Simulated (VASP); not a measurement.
A run of VASP 6.6.1 is set up as follows.

The input INCAR:

```
  ALGO = Normal
  EDIFF = 1E-6
  ENCUT = 520
  GGA = CA
  ISIF = 2
  ISMEAR = 0
  KPAR = 4
  LASPH = True
  LCHARG = False
  LREAL = False
  LWAVE = False
  NBANDS = 15
  NELM = 80
  PREC = Accurate
  SIGMA = 0.03
```

KPOINTS

```
k-points
0
Gamma
  6 6 6
```

Contents of POSCAR:

```
KBr
1.0
    0.0000000000      3.3000000000      3.3000000000
    3.3000000000      0.0000000000      3.3000000000
    3.3000000000      3.3000000000      0.0000000000
K Br
1 1
Direct
    0.0000000000      0.0000000000      0.0000000000
    0.5000000000      0.5000000000      0.5000000000
```

Potentials or basis: VASP PAW LDA potentials, release 64 (K_sv, Br).

Run with:

```bash
$ cat potpaw_LDA.64/K_sv/POTCAR potpaw_LDA.64/Br/POTCAR > POTCAR
$ mpirun -np 4 vasp_std > vasp.out
```

(1) Estimate the pressure.

(2) Estimate the band gap on the k mesh.

Results:

(1) -1.6 GPa.

(2) 4.04 eV, direct.
